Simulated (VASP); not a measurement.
NiO:

```
Ni O
1.0
     0.00000    2.08590    2.08590
     2.08590    0.00000    2.08590
     2.08590    2.08590    0.00000
Ni O
1 1
Direct
  0.00000 0.00000 0.00000
  0.50000 0.50000 0.50000
```

* Program: VASP 6.6.1
* Task: relaxation of cell and atoms
* Functional: vdW-DF-cx
* Potentials or basis: VASP PAW PBE potentials, release 64 (Ni, O)
* Cutoff: 600 eV
* k mesh: 11 × 11 × 11
* Occupations: fermi-dirac, width 0.05 eV
* Spin: collinear spin, ferromagnetic start
* Starting moments: [1.0, 0.0] μB

At the start: pressure -6.0 GPa; volume 9.08 Å³/atom.

Where does the relaxation end?

Over 3 steps the energy falls by 5.5 meV/atom and the volume is 8.79 Å³/atom (-3.2 %); space group Fm-3m (No. 225, to 0.05 Å); moment 1.21 μB per cell.

The path:
```
step  energy change (eV)  largest force (eV/Å)  pressure (GPa)  volume (Å³)
   1              0.0000                0.0000           -5.99        18.15
   2             -0.0077                0.0000            3.62        17.28
   3             -0.0111                0.0000            0.09        17.58
```

Final structure:
```yaml
crystal:
  lattice:
    - [0.00000, 2.06365, 2.06365]
    - [2.06365, 0.00000, 2.06365]
    - [2.06365, 2.06365, 0.00000]
  atoms:
    - { symbol: Ni, position: [0.00000, 0.00000, 0.00000] }
    - { symbol: O, position: [0.50000, 0.50000, 0.50000] }
```

Caveat: the PAW data sets were made with another functional, which shifts forces and pressure a little; a cell with one magnetic atom can't hold antiferromagnetic order, which such compounds often take.
